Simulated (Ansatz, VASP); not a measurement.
**Two plane-wave programs on SiO2 (Stishovite)**

```
Si O
1.0
     4.19445    0.00000    0.00000
     0.00000    4.19445    0.00000
     0.00000    0.00000    2.67826
Si O
2 4
Direct
  0.00000 0.00000 0.00000
  0.50000 0.50000 0.50000
  0.30605 0.30605 0.00000
  0.19395 0.80605 0.50000
  0.69395 0.69395 0.00000
  0.80605 0.19395 0.50000
```

Alike in both runs: functional PBEsol; k mesh 6 × 6 × 10; occupations fermi-dirac, width 0.02 eV; no spin polarisation.

Ansatz relaxed the structure, and its values are those at the end. VASP's run is a single point on that final structure, the one shown.

|  | VASP | Ansatz |
| --- | --- | --- |
| version | VASP 6.6.1 | Ansatz 0.2.0 |
| potentials or method | VASP PAW PBE potentials, release 64 (Si, O) | PAW plane waves |
| plane-wave cutoff (eV) | 520 | 420 |
| valence electrons in the cell | 32 | 32 |

VASP gave:

* gap on the k mesh at the Fermi level (eV): 5.36
* pressure (GPa): 0.7
* rms of the force components (eV/Å): 0.016

Problem. What did Ansatz give for the same quantities?

Solution. gap on the k mesh at the Fermi level (eV): 5.36; pressure (GPa): 0.0; rms of the force components (eV/Å): 0.000.

With one functional, cell and mesh, what is left measures potentials, basis and numerics. Ansatz warned: «pseudo_functional_mismatch».

Caveats: the PAW data sets were made with another functional, which shifts forces and pressure a little (VASP). A k mesh can miss the band edges.
